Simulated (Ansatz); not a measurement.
**Convergence of a linear-scaling basis for V/W superlattice along [001] (64 atoms)**

Wanted: errors and times of a linear-scaling basis for V/W superlattice along [001] (64 atoms). A setting counts as converged where the r.m.s. difference of forces stays under 1 % of the r.m.s. force.

Program: Ansatz 0.2.0. Level of theory: Kohn-Sham DFT, PBE, PAW (set soft_2), plane waves. Results are calculated unless marked as measured.

### Step 1. The starting structure

The cell holds 64 atoms: 32 V and 32 W. Its edges and angles: a = 6.195 Å, b = 6.195 Å, c = 24.789 Å, α = 90.0°, β = 90.0°, γ = 90.0°. It derives from V and W. Bcc lattice with in-plane constant 3.0975 Å; 4 periods of V and 4 of W along [001], 2 x 2 in-plane cells; the two parts stretched along z by 0.9633 and 1.0374; not relaxed, displaced by a Gaussian of 0.02 Å. Regions: V, 32 atoms (32 V); W, 32 atoms (32 W).

Before any run, some limits are plain. The host structure and its lattice constant were typed by rule, without a check against the phase diagram. No spin–orbit coupling is included, so levels derived from the heavy atoms are approximate.

### Step 2. Plane-wave single point

The first run fixes the reference, at a cutoff of 420 eV.

input.yaml

```yaml
crystal:
  lattice:
    - [6.195, 0.0, 0.0]
    - [0.0, 6.195, 0.0]
    - [0.0, 0.0, 24.78867]
  atoms:
    - { symbol: V, position: [0.99681, 0.99744, 0.99987] }
    - { symbol: V, position: [0.50241, 0.00258, 0.00015] }
    - { symbol: V, position: [0.99827, 0.50354, 0.99949] }
    - { symbol: V, position: [0.99779, 0.00144, 0.12002] }
    - { symbol: V, position: [0.24834, 0.25643, 0.06018] }
    - { symbol: V, position: [0.49483, 0.49795, 0.00022] }
    - { symbol: V, position: [0.49276, 0.00411, 0.12125] }
    - { symbol: V, position: [0.75043, 0.25439, 0.06109] }
    - { symbol: V, position: [0.99458, 0.49651, 0.12101] }
    - { symbol: V, position: [0.25654, 0.75239, 0.06045] }
    - { symbol: V, position: [0.99848, 0.99912, 0.24128] }
    - { symbol: V, position: [0.24789, 0.24939, 0.18138] }
    - { symbol: V, position: [0.49906, 0.49661, 0.12138] }
    - { symbol: V, position: [0.75515, 0.74348, 0.05872] }
    - { symbol: V, position: [0.49803, 0.00023, 0.23976] }
    - { symbol: V, position: [0.74409, 0.24842, 0.17982] }
    - { symbol: V, position: [0.00047, 0.50036, 0.2401] }
    - { symbol: V, position: [0.25067, 0.7501, 0.17971] }
    - { symbol: V, position: [0.00252, 0.00176, 0.36121] }
    - { symbol: V, position: [0.25099, 0.24938, 0.30123] }
    - { symbol: V, position: [0.49135, 0.50562, 0.24101] }
    - { symbol: V, position: [0.74501, 0.75489, 0.18019] }
    - { symbol: V, position: [0.50167, 0.00118, 0.35908] }
    - { symbol: V, position: [0.75249, 0.24742, 0.30124] }
    - { symbol: V, position: [0.99899, 0.49407, 0.36111] }
    - { symbol: V, position: [0.25199, 0.74998, 0.30152] }
    - { symbol: W, position: [0.00239, 0.00603, 0.48073] }
    - { symbol: V, position: [0.24988, 0.2496, 0.42093] }
    - { symbol: V, position: [0.4986, 0.4974, 0.36002] }
    - { symbol: V, position: [0.75433, 0.75278, 0.30167] }
    - { symbol: W, position: [0.49845, 0.99646, 0.48169] }
    - { symbol: V, position: [0.74806, 0.25258, 0.42071] }
    - { symbol: W, position: [0.9992, 0.50038, 0.48098] }
    - { symbol: V, position: [0.24772, 0.74689, 0.42167] }
    - { symbol: W, position: [0.9905, 0.00215, 0.61262] }
    - { symbol: W, position: [0.25111, 0.24367, 0.54599] }
    - { symbol: W, position: [0.50086, 0.50126, 0.48041] }
    - { symbol: V, position: [0.74909, 0.74674, 0.42086] }
    - { symbol: W, position: [0.49513, 0.9968, 0.61225] }
    - { symbol: W, position: [0.75068, 0.24865, 0.54627] }
    - { symbol: W, position: [0.00013, 0.50028, 0.60992] }
    - { symbol: W, position: [0.25412, 0.7489, 0.54629] }
    - { symbol: W, position: [0.00315, 0.99779, 0.7405] }
    - { symbol: W, position: [0.24806, 0.24786, 0.67582] }
    - { symbol: W, position: [0.49702, 0.49861, 0.61086] }
    - { symbol: W, position: [0.74824, 0.74885, 0.54422] }
    - { symbol: W, position: [0.49818, 0.99998, 0.74116] }
    - { symbol: W, position: [0.74115, 0.25196, 0.67624] }
    - { symbol: W, position: [0.99655, 0.49582, 0.74083] }
    - { symbol: W, position: [0.24768, 0.75285, 0.67421] }
    - { symbol: W, position: [0.99698, 0.99981, 0.87146] }
    - { symbol: W, position: [0.25491, 0.25318, 0.80543] }
    - { symbol: W, position: [0.50241, 0.50428, 0.7409] }
    - { symbol: W, position: [0.74692, 0.74905, 0.6759] }
    - { symbol: W, position: [0.50194, 0.99707, 0.8708] }
    - { symbol: W, position: [0.75165, 0.24189, 0.80654] }
    - { symbol: W, position: [0.9995, 0.49781, 0.87076] }
    - { symbol: W, position: [0.24307, 0.74588, 0.80517] }
    - { symbol: W, position: [0.24953, 0.25552, 0.9359] }
    - { symbol: W, position: [0.50066, 0.49985, 0.87055] }
    - { symbol: W, position: [0.75586, 0.75316, 0.80557] }
    - { symbol: W, position: [0.74522, 0.24767, 0.93704] }
    - { symbol: W, position: [0.24256, 0.75513, 0.93427] }
    - { symbol: W, position: [0.75405, 0.74922, 0.93558] }
kpoints:
  mp_grid: { grid: [3, 3, 1] }
hamiltonian:
  xc: pbe
scf:
  occupations: { method: cold, width: 0.15 }
output:
  forces: true
  stress: true
  populations: true
  dos:
    method: { smearing: { sigma: 0.15 } }
    de: 0.1
    projected:
      site_lists:
        V: [0, 1, 2, 3, 4, 5, 6, 7, 8, 9, 10, 11, 12, 13, 14, 15, 16, 17, 18, 19, 20, 21, 22, 23, 24, 25, 27, 28, 29, 31, 33, 37]
        W: [26, 30, 32, 34, 35, 36, 38, 39, 40, 41, 42, 43, 44, 45, 46, 47, 48, 49, 50, 51, 52, 53, 54, 55, 56, 57, 58, 59, 60, 61, 62, 63]
  eigenvalues: true
  write_density: true
  write_potential: true
  volumetric_format: npy
  elf: true
```

Started as:

```
ansatz run input.yaml --threads 8 --pin off --max-ram 15872MiB --backend cpu --events-out ev --progress --plain --runs-dir out
```

Numbers of over 12 decimals in the logs are rounded to 6 here.

The program printed:

```text
Engine: ansatz 0.2.0, aarch64-unknown-linux-gnu
Pseudopotentials: kind: paw
Pseudopotential: V, paw, valence charge 13, recommended cutoff 420 eV (normal), V.paw.azcp
Pseudopotential: W, paw, valence charge 14, recommended cutoff 420 eV (normal), W.paw.azcp
Functional definition: PBE
  parameter kappa = 0.804
  parameter beta = 0.066725
  exchange = pbe_x(kappa = kappa, mu = beta*pi^2/3)
  correlation = pbe_c(beta = beta)
Crystal: 64 atoms, lattice volume = 951.340 Å³
Basis set: ecut = 420 eV, 18655 PW (Γ), exchange–correlation on 90×90×360 points (8 copies of the dense FFT grid, shifted against one another)
Bands: 519, of which v1, the nominal top of the filled ones, is band 432 counted from 1 (431 counted from 0)
Symmetry: 1 space group operations
Space group: P1 (ITA 1), of the structure as read, at distance tolerance 9.8e-5 Å
k-points: 5 of 9 (time reversal used)
Non-local potential: V, projectors of the file, l = 0: 3, l = 1: 2, l = 2: 3, l = 3: 1
Non-local potential: W, projectors of the file, l = 0: 3, l = 1: 2, l = 2: 2, l = 3: 1
PAW form: soft (Blöchl's): semilocal exchange-correlation on the pseudo side does not see the compensation charge
PAW one-centre angular grid: V, 590 points (default); XC on 64 Gauss nodes
PAW one-centre angular grid: W, 590 points (default); XC on 64 Gauss nodes
Initial density: superposition of atomic densities (neutral atoms: chi_scale 0, normalization atom), corrected by the library's trained network
Initial wavefunctions: pseudopotential atomic-orbital guess
Functional: x = pbe(κ = 0.804, μ = 0.219515), c = pbe(β = 0.066725)
SCF iter   1: F=—  HF=-425511.129823 eV  |F-HF|=—  |Δ(HF+E_count)|=         —  Δρ=1.13e-2  dr2=5.83e1  ethr=1.77e-3  ⟨swp⟩=6.8  Hψ=10519  notcnv=0
preconditioner: auto → Kerker (q_TF=auto, 2.685 Å⁻¹)  [metal: Δε(μ)=0.003 eV  Ē_g=3.972 eV  σ=0.150 eV  W_gap=0.02  n_scr=304 (ndim 8)  ℏωp=22.6 eV  f_vac=0.000  D(μ)=71.04/eV (n_scr^D=816)]
SCF iter   2: F=—  HF=-425510.851772 eV  |F-HF|=—  |Δ(HF+E_count)|=   2.78e-1  S|Δr|=    0.00e0  Δρ=5.96e-3  dr2=2.27e1  ethr=1.77e-3  ⟨swp⟩=1.0  Hψ=2985  notcnv=0
SCF iter   3: F=—  HF=-425510.667364 eV  |F-HF|=—  |Δ(HF+E_count)|=   1.84e-1  S|Δr|=    0.00e0  Δρ=1.27e-3  dr2=4.57e-1  ethr=1.77e-3  ⟨swp⟩=1.2  Hψ=2261  notcnv=0
SCF iter   4: F=—  HF=-425510.657849 eV  |F-HF|=—  |Δ(HF+E_count)|=   9.51e-3  S|Δr|=    0.00e0  Δρ=4.16e-4  dr2=2.50e-2  ethr=5.29e-5  ⟨swp⟩=1.4  Hψ=2288  notcnv=0
SCF iter   5: F=—  HF=-425510.657010 eV  |F-HF|=—  |Δ(HF+E_count)|=   8.39e-4  S|Δr|=    0.00e0  Δρ=1.37e-4  dr2=2.03e-3  ethr=2.89e-6  ⟨swp⟩=1.8  Hψ=2378  notcnv=0
SCF iter   6: F=—  HF=-425510.656970 eV  |F-HF|=—  |Δ(HF+E_count)|=   4.04e-5  S|Δr|=    0.00e0  Δρ=4.35e-5  dr2=4.42e-5  ethr=2.35e-7  ⟨swp⟩=1.8  Hψ=2347  notcnv=0
SCF iter   7: F=—  HF=-425510.656190 eV  |F-HF|=—  |Δ(HF+E_count)|=   7.80e-4  S|Δr|=    0.00e0  Δρ=1.35e-5  dr2=5.04e-6  ethr=5.12e-9  ⟨swp⟩=2.4  Hψ=3552  notcnv=0
SCF iter   8: F=—  HF=-425510.656189 eV  |F-HF|=—  |Δ(HF+E_count)|=   1.39e-7  S|Δr|=    0.00e0  Δρ=3.30e-6  dr2=7.45e-7  ethr=5.84e-10  ⟨swp⟩=2.0  Hψ=2774  notcnv=0
SCF iter   9: F=-425510.656189 eV  HF=-425510.656189 eV  |F-HF|=2.50e-8  |Δ(HF+E_count)|=   1.98e-8  S|Δr|=    0.00e0  Δρ=7.16e-7  dr2=2.65e-8  ethr=1.16e-11  ⟨swp⟩=17.4  Hψ=17379  notcnv=0
SCF 1 converged in 9 iterations: F = -425510.656189 eV  dr2 = 2.65e-8
  greatest PAW one-centre occupation: 1.000 electrons in one spin orbital (limit 2), on the V atom at site 37 (counted from 0), in its partial waves of l = 0
SCF converged after 9 iterations
Stability not checked: this state was not tested for a lower state beside it, because cold or Methfessel-Paxton smearing, or corrected tetrahedra, fill the levels in a way that the test cannot read (fill_not_monotonic; see scf.lower_state_search)
Free energy (F): -425510.656189 eV
Harris-Foulkes:  -425510.656189 eV  (|F-HF|=2.50e-8)
Internal energy: -425510.894591 eV  (E = F + TS)
E sigma→0 (E₀):  -425510.735656 eV
Entropy (-TS):   0.238401 eV (3.725 meV/atom)
Fermi energy:    19.346740 eV
--- Per-component energies (eV) ---
  E_band       = -7405.282804
  E_kinetic    = 25162.480205
  E_local      = -48640.597587  (includes V_loc(G=0)·N_el)
  E_nonlocal   = -1452.758124
  E_hartree    = 20386.006733
  E_xc         = -12720.974068
  E_vxc        = -12939.003355  (∫ρ·V_xc dr)
  E_paw        = -309596.167636  (= ΣΔE_a)
  E_vpaw       = -10307.428434  (= ΣTr[D̂ρ^β])
  E_aug_tail   = 0.006402  (compensation charges beyond the density's cutoff)
  E_ewald      = -98648.890515
  E_smearing   = 0.238401  (= −TS)
  E_closure    = -0.000000  (closes the sum)
  Σ components = -425510.656189   (vs F -425510.656189, Δ=0.00e0)
--- Forces (eV/Å), atoms counted from 1 ---
  atom   1  V      0.23687234     0.27798348    -0.15525346
  atom   2  V     -0.21970237    -0.16928292    -0.24817057
  atom   3  V      0.11282546    -0.14591394    -0.09633336
  atom   4  V      0.08690595    -0.02068784     0.03430292
  atom   5  V     -0.02973800    -0.23398413     0.12977407
  atom   6  V      0.25317174     0.33861057    -0.32002044
  atom   7  V      0.26345706    -0.09553486    -0.09871860
  atom   8  V     -0.07857753    -0.15184879    -0.00831849
  atom   9  V      0.15281749     0.15105659    -0.03999573
  atom  10  V     -0.34070348    -0.07740842     0.01861158
  atom  11  V      0.01099537    -0.00220075    -0.06242313
  atom  12  V     -0.12235284     0.03967802    -0.05249453
  atom  13  V      0.01911607     0.16088852    -0.13882525
  atom  14  V     -0.26971467     0.23043600     0.36310776
[...]
atom  63  W      0.91812984    -0.34111834     1.04683992
  atom  64  W     -0.84024295    -0.12269499     0.65098584
  max |Σ_I F_I| component: 1.31e-4 eV/Å
--- Stress (GPa, compression-positive) ---
        3.426740      -0.022006      -0.004449
       -0.022006       3.422868      -0.059080
       -0.004449      -0.059080      -0.486377
  P = ⅓ Tr σ = 2.1211 GPa (21.211 kbar)
--- Band table (eV; the first three rows and the last of 5) ---
  k-point 0: bands = ["-54.5809", "-54.5009", "-54.4768", "-54.4723", [... 503 levels ...], "21.7231", "21.7629", "21.7700", "21.7970", "21.8135", "21.8304", "21.8345", "21.8408", "21.8452", "21.8531", "21.8849", "21.8949"]
[...]
--- Löwdin populations: 64 sites ---
  site symbol       q [e]
     0      V     12.7810
     1      V     12.7805
     2      V     12.7914
[...]
63      W     13.9403
  spilling = 0.010179 (of n_electrons = 864.000000)
```

Run time: 6.8 min. Hardware: 8 threads of Arm Neoverse N1, shared host; peak memory 9.4 GiB.

Numbers from this run:

| Property | Result |
| --- | --- |
| free energy | -425510.6562 eV |
| free energy per atom | -6648.6040 eV/atom |
| SCF cycles | 9 |
| pressure | 2.121 GPa |
| r.m.s. force component | 0.3403 eV/Å |
| longest force | 1.434 eV/Å |
| Fermi energy | 19.35 eV |
| levels partly filled by over 2 per cent | 47 |
| spilling of the projection | 0.01018 |

The r.m.s. force component of 0.34 eV/Å sets the scale for the differences below.

### Step 3. Support functions low

With localised support functions most steps grow linearly with size, though the diagonalisation grows faster unless the density matrix is cut; this run measures error and cost at this size. The level low gives here a grid of 30×30×120 points and a radius of 3.77 Å.

This step: Kohn-Sham DFT, PBE, PAW (set soft_2), localised support functions (low) (Ansatz 0.2.0).

input.yaml, the sections that differ from step 2:

```yaml
scf:
  occupations: { method: cold, width: 0.15 }
  eigensolver: { kind: { support_functions: { accuracy: low } } }
  mixing: { beta: 0.2 }
  max_iter: 150
output:
  forces: true
  eigenvalues: true
# crystal, kpoints, hamiltonian: as in step 2
```

The program printed:

```text
Warning: scf.eigensolver.kind.support_functions: disabling space-group detection — the functions' gradient is summed over unrotated k-points, so no spatial operation reduces the k-mesh or symmetrises the density; time reversal is kept, so that k and −k are solved as one point where they differ and the mesh holds both, and exact exchange and, on two spinor components, a DFT+U term hold to it where the run has them: [...]
settings of this run that can trade accuracy for cost: scf.eigensolver.kind.support_functions; scf.eigensolver.kind.support_functions.accuracy: low [...]
[...]
Crystal: 64 atoms, lattice volume = 951.340 Å³
Basis set: ecut = 420 eV, 18655 PW (Γ), exchange–correlation on 90×90×360 points (8 copies of the dense FFT grid, shifted against one another)
Bands: 519, of which v1, the nominal top of the filled ones, is band 432 counted from 1 (431 counted from 0)
Symmetry: 1 space group operations
k-points: 5 of 9 (time reversal used)
[...]
Eigensolver: Support functions (low, 30×30×120 points, laid for a spacing of at most 0.228497 Å, radius 3.766649 Å, 0 species' potentials softened for the grid, 1 wholly corrected for its errors in the mean over positions, 2 with the egg-box correction, energy correction by stochastic trace)
[...]
SCF iter   1: F=—  HF=-425755.714274 eV  |F-HF|=—  |Δ(HF+E_count)|=         —  Δρ=3.90e-1  dr2=5.23e4  ethr=1.00e-1
[...]
SCF iter  17: F=—  HF=-425510.693861 eV  |F-HF|=—  |Δ(HF+E_count)|=   3.02e-3  S|Δr|=    0.00e0  Δρ=5.25e-5  dr2=3.11e-5  ethr=6.03e-9  κ⁻¹=3.8e-5(r=7)
SCF iter  18: F=-425510.696554 eV  HF=-425510.696566 eV  |F-HF|=1.12e-5  |Δ(HF+E_count)|=   2.70e-3  S|Δr|=    0.00e0  Δρ=2.29e-5  dr2=1.27e-5  ethr=3.60e-9
SCF 1 converged in 18 iterations: F = -425510.761943 eV  dr2 = 1.27e-5
[...]
SCF converged after 18 iterations
[...]
Free energy (F): -425510.761943 eV
[...]
Internal energy: -425511.000673 eV  (E = F + TS)
E sigma→0 (E₀):  -425510.841520 eV
Entropy (-TS):   0.238729 eV (3.730 meV/atom)
Fermi energy:    19.346485 eV
[...]
Σ components = -425510.761943   (vs F -425510.761943, Δ=0.00e0)
--- Forces (eV/Å), atoms counted from 1 ---
  atom   1  V      0.23687793     0.27815017    -0.15538261
  atom   2  V     -0.21875050    -0.16968236    -0.24814866
  atom   3  V      0.11196966    -0.14505339    -0.09655788
  atom   4  V      0.08667945    -0.02020886     0.03454941
[...]
atom  64  W     -0.83966972    -0.12245691     0.65325943
  max |Σ_I F_I| component: 1.85e-3 eV/Å
--- Band table (eV; the first three rows and the last of 5) ---
[...]
```

Elapsed: 9 min, on 8 threads; peak memory 3.5 GiB; 35 min of CPU time.

The program notes that the band table was not solved further than the SCF left it and it switched symmetry off.

Keys that differ from the reference: support_functions.accuracy = "low", scf.max_iter = 150 and scf.mixing.beta = 0.2.

Forces differ from the reference by 0.79 meV/Å r.m.s., 0.23 % of their size, well within a tolerance of 1 %; the energy by -1.7 meV/atom.

### Step 4. Support functions medium

The level medium is asked for. Here it resolves to the same grid and radius as in the run with support functions low, so the basis is not new.

This step: Kohn-Sham DFT, PBE, PAW (set soft_2), localised support functions (medium) (Ansatz 0.2.0).

input.yaml, the sections that differ from step 3:

```yaml
scf:
  occupations: { method: cold, width: 0.15 }
  eigensolver: { kind: { support_functions: { accuracy: medium } } }
  mixing: { beta: 0.2 }
  max_iter: 150
# crystal, kpoints, hamiltonian, output: as in step 3
```

The program printed:

```text
[...]
Crystal: 64 atoms, lattice volume = 951.340 Å³
Basis set: ecut = 420 eV, 18655 PW (Γ), exchange–correlation on 90×90×360 points (8 copies of the dense FFT grid, shifted against one another)
Bands: 519, of which v1, the nominal top of the filled ones, is band 432 counted from 1 (431 counted from 0)
Symmetry: 1 space group operations
k-points: 5 of 9 (time reversal used)
[...]
Eigensolver: Support functions (medium, 30×30×120 points, laid for a spacing of at most 0.228497 Å, radius 3.766649 Å, 0 species' potentials softened for the grid, 1 wholly corrected for its errors in the mean over positions, 2 with the egg-box correction, energy correction by stochastic trace)
[...]
SCF iter   1: F=—  HF=-425755.714274 eV  |F-HF|=—  |Δ(HF+E_count)|=         —  Δρ=3.90e-1  dr2=5.23e4  ethr=1.00e-1
[...]
SCF iter  21: F=—  HF=-425510.699002 eV  |F-HF|=—  |Δ(HF+E_count)|=   5.76e-7  S|Δr|=    0.00e0  Δρ=1.04e-5  dr2=1.88e-6  ethr=2.56e-10  κ⁻¹=6.7e-5(r=7)
SCF iter  22: F=-425510.699002 eV  HF=-425510.699002 eV  |F-HF|=3.09e-7  |Δ(HF+E_count)|=   2.28e-7  S|Δr|=    0.00e0  Δρ=5.38e-6  dr2=4.33e-7  ethr=2.17e-10
SCF 1 converged in 22 iterations: F = -425510.762028 eV  dr2 = 4.33e-7
[...]
SCF converged after 22 iterations
[...]
Free energy (F): -425510.762028 eV
[...]
Internal energy: -425511.000723 eV  (E = F + TS)
E sigma→0 (E₀):  -425510.841593 eV
Entropy (-TS):   0.238694 eV (3.730 meV/atom)
Fermi energy:    19.346358 eV
[...]
Σ components = -425510.762028   (vs F -425510.762028, Δ=0.00e0)
--- Forces (eV/Å), atoms counted from 1 ---
  atom   1  V      0.23668243     0.27793352    -0.15473674
  atom   2  V     -0.21869395    -0.16966856    -0.24743410
  atom   3  V      0.11189743    -0.14497790    -0.09583555
  atom   4  V      0.08665371    -0.02014218     0.03447331
[...]
atom  64  W     -0.83957790    -0.12246444     0.65353344
  max |Σ_I F_I| component: 4.73e-3 eV/Å
--- Band table (eV; the first three rows and the last of 5) ---
[...]
```

Run time: 7.4 min. Hardware: 8 threads; peak memory 3.5 GiB; 39 min of CPU time.

Keys that differ from the reference: support_functions.accuracy = "medium", scf.max_iter = 150 and scf.mixing.beta = 0.2.

Forces differ from the reference by 0.82 meV/Å r.m.s., 0.24 % of their size, well within a tolerance of 1 %; the energy by -1.7 meV/atom.

### Step 5. Support functions medium, radius 3.01 Å

The radius confines each support function; a larger one gives more freedom and more work per atom.

input.yaml, the sections that differ from step 4:

```yaml
scf:
  occupations: { method: cold, width: 0.15 }
  eigensolver: { kind: { support_functions: { accuracy: medium, radius: 3.01 } } }
  mixing: { beta: 0.2 }
  max_iter: 150
# crystal, kpoints, hamiltonian, output: as in step 4
```

The program printed:

```text
Warning: scf.eigensolver.kind.support_functions: disabling space-group detection — the functions' gradient is summed over unrotated k-points, so no spatial operation reduces the k-mesh or symmetrises the density; time reversal is kept, so that k and −k are solved as one point where they differ and the mesh holds both, and exact exchange and, on two spinor components, a DFT+U term hold to it where the run has them: [...]
settings of this run that can trade accuracy for cost: scf.eigensolver.kind.support_functions [...]
Engine: ansatz 0.2.0, aarch64-unknown-linux-gnu
Pseudopotentials: kind: paw
Pseudopotential: V, paw, valence charge 13, recommended cutoff 420 eV (normal), V.paw.azcp
Pseudopotential: W, paw, valence charge 14, recommended cutoff 420 eV (normal), W.paw.azcp
[... 5 lines on functional and potentials left out ...]
Error: SCF: the radius of support functions is under 3.58 Å, the least for these sites at the functions' level (scf.eigensolver.kind.support_functions.accuracy). Use scf.eigensolver.kind: auto, or type scf.eigensolver.kind.support_functions.radius at least as long, [...]
```

Wall time 3.1 s (8 threads); peak memory 0.28 GiB.

The program refuses radii under 3.58 Å for these atoms at this level.

(Part 1 of 2 ends here.)

[Logs are printed without paths, hosts, clocks, repeated set-up lines and the standing remarks that a program may print on its own settings, such as how far it seeks lower states.]

[Hosts, paths, dates, database ids (printed as entryN), source tags and the programs' standing remarks are cut or masked in the printed files.]
